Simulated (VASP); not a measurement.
Wanted: the native input for a VASP 6.6.1 run.

| Quantity | Value |
| --- | --- |
| Task | relaxation of cell and atoms |
| Functional | PBE |
| Potentials or basis | VASP PAW PBE potentials, release 64 (Ba_sv, Ti_sv, O) |
| Cutoff | 600 eV |
| k mesh | 8 × 8 × 8 |
| Occupations | gaussian, width 0.03 eV |
| Spin | no spin polarisation |
| Further INCAR settings | ALGO = Normal; EDIFF = 1e-06; IBRION = 2; EDIFFG = -0.01; NSW = 90; ISIF = 3 |

The structure of BaTiO3 lies in POSCAR:

```
BaTiO3
1.0
    3.9998000000      0.0000000000      0.0000000000
    0.0000000000      3.9998000000      0.0000000000
    0.0000000000      0.0000000000      4.0180000000
Ba Ti O
1 1 3
Direct
    0.0000000000      0.0000000000      0.0000000000
    0.5000000000      0.5000000000      0.4900000000
    0.5000000000      0.5000000000      0.0190000000
    0.5000000000      0.0000000000      0.5170000000
    0.0000000000      0.5000000000      0.5170000000
```

The input as run:

INCAR

```
SYSTEM = BaTiO3
PREC     = Accurate       ! precision mode
ENCUT    = 600            ! plane-wave cutoff, eV
EDIFF    = 1E-6           ! SCF threshold, eV
ISMEAR   = 0              ! smearing method
SIGMA    = 0.03           ! smearing width, eV
LREAL    = .False.        ! projectors in reciprocal space
LASPH    = .True.         ! aspherical terms in the spheres
NELM     = 80             ! most SCF steps
ALGO     = Normal         ! electronic algorithm
ISIF     = 3              ! what is computed and relaxed
LWAVE    = .False.        ! write WAVECAR
LCHARG   = .False.        ! write CHGCAR
GGA      = PE             ! functional
IBRION   = 2              ! ionic algorithm
NSW      = 90             ! ionic steps
EDIFFG   = -0.01          ! ionic threshold
KPAR     = 2
```

KPOINTS

```
Automatic mesh
0
Gamma
  8 8 8
  0 0 0
```

Potentials or basis: VASP PAW PBE potentials, release 64 (Ba_sv, Ti_sv, O).

Command:

```sh
$ cat potpaw_PBE.64/Ba_sv/POTCAR potpaw_PBE.64/Ti_sv/POTCAR potpaw_PBE.64/O/POTCAR > POTCAR
$ mpirun -np 2 vasp_std > vasp.out
```

It gave:

The relaxed volume is 13.49 Å³/atom and the relaxed cell is a = 3.996 Å, b = 3.996 Å, c = 4.224 Å, α = 90.00°, β = 90.00°, γ = 90.00°. The space group after relaxing (to 0.05 Å) is P4mm (No. 99) and the energy gained by relaxing is 11.3 meV/atom. The ionic steps are 20, the pressure after relaxing is 0.0 GPa and the largest force after relaxing is 0.009 eV/Å. The band gap on the k mesh is 1.77 eV, indirect (least direct gap 2.34 eV).

Caveat: spin-orbit coupling is left out, which moves the levels of the heavy elements.

It took 4.6 min on 2 MPI ranks on Intel(R) Xeon(R) Platinum 8559C (Emerald Rapids), on a shared host, peak memory 0.29 GiB a rank.
